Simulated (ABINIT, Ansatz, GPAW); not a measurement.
## Cu: 4 runs at one level of theory

```
Cu
1.0
     2.53076    0.00000    0.00000
    -1.26538    2.19171    0.00000
     0.00000    0.00000    8.26182
Cu
4
Direct
  0.65743 0.33540 0.75223
  0.01416 0.01713 0.50490
  0.30484 0.64807 0.24496
  0.00679 0.01631 0.00473
```

This isn't the form of Cu at room conditions, which is fcc.

Atoms were shifted at random by some hundredths of an Å from the given cell, which wasn't relaxed again for these runs.

Alike in all runs: task single point; functional PBEsol; k mesh 12 × 12 × 4; occupations fermi-dirac, width 0.05 eV; no spin polarisation; no spin-orbit coupling. Pressure is positive in compression and, in plane waves, holds the error of the finite cutoff, which Ansatz's Pulay term estimates and takes out.

| program and potentials | plane-wave cutoff (eV) | notes | band gap (eV) | pressure (GPa) | largest force (eV/Å) | energy over the undisturbed cell (meV/atom) |
| --- | --- | --- | --- | --- | --- | --- |
| Ansatz, Ansatz PAW | 420 | potentials made for PBE, which Ansatz adapts in part; 19 valence electrons an atom on average; Pulay term of +0.12 GPa included | no gap | -1.42 | 0.666 | 8.88 |
| GPAW, PAW data sets generated for this functional | 600 | 11 valence electrons an atom on average; this data set often lies off other programs | no gap | 0.62 | 0.693 | 9.20 |
| Ansatz, all-electron LAPW, scalar-relativistic | - | - | no gap | -1.42 | 0.666 | - |
| ABINIT, PseudoDojo NC SR PBEsol v0.4.1 standard | 1252 | 19 valence electrons an atom on average | ? | ? | ? | - |

Estimate from the other rows what the run with ABINIT, PseudoDojo NC SR PBEsol v0.4.1 standard gave.

No band gap; pressure -1.75 GPa; largest force 0.672 eV/Å. The other rows, which needn't bracket it: pressure -1.42 to 0.62; largest force 0.666 to 0.693; energy over the undisturbed cell 8.88 to 9.20.
